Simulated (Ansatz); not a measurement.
## NiO under changes of volume

One of the cells (9.076 Å³/atom); the others are scaled copies at fixed shape and fractional positions:

```
CELL_PARAMETERS angstrom
0.00000 2.08590 2.08590
2.08590 0.00000 2.08590
2.08590 2.08590 0.00000
ATOMIC_POSITIONS crystal
Ni 0.00000 0.00000 0.00000
O 0.50000 0.50000 0.50000
```

* Program: Ansatz 0.2.0
* Functional: BPBE
* Potentials or basis: Ansatz PAW
* Cutoff: 420 eV (not typed: the program's choice for these potentials)
* k mesh: 11 × 11 × 11
* Occupations: fermi-dirac, width 0.05 eV
* Spin: collinear spin, ferromagnetic start
* Starting moments: [1.0, 0.0] μB

| volume (Å³/atom) | energy over the lowest point (meV/atom) | pressure (GPa) | moment (μB per cell) |
| --- | --- | --- | --- |
| 8.531 | 43.72 | 18.2 | 1.53 |
| 8.713 | 25.92 | 13.3 | 1.59 |
| 8.894 | ? | ? | ? |
| 9.076 | 4.76 | 5.4 | 1.75 |
| 9.257 | 0.40 | 1.8 | 1.80 |
| 9.439 | 0.00 | -1.5 | 1.84 |
| 9.620 | 3.34 | -4.5 | 1.87 |

Task: What does the run at 8.894 Å³/atom give?

Result: Energy over the lowest point 13.33 meV/atom; pressure 9.1 GPa; moment 1.67 μB per cell.

Worked out: A Birch-Murnaghan fit of order 3 (a polynomial in V^(-2/3)) to the other rows has its minimum at 9.37 Å³/atom with B0 = V·E''(V) = 170 GPa (rough, since the energies scatter). It gives 13.13 meV/atom at 8.894 Å³/atom, against the run's 13.33, and -dE/dV = 9.4 GPa, against 9.1. A parabola through the other rows of the moment, of slope 0.38 μB per Å³/atom there, gives 1.68 μB, against the run's 1.67.

Energies are extrapolated to zero smearing.

Caveats: a cell with one magnetic atom can't hold antiferromagnetic order, which such compounds often take; the PAW data sets come from PBE, with cores solved anew for the run's functional, which leaves a small shift of forces and pressure.
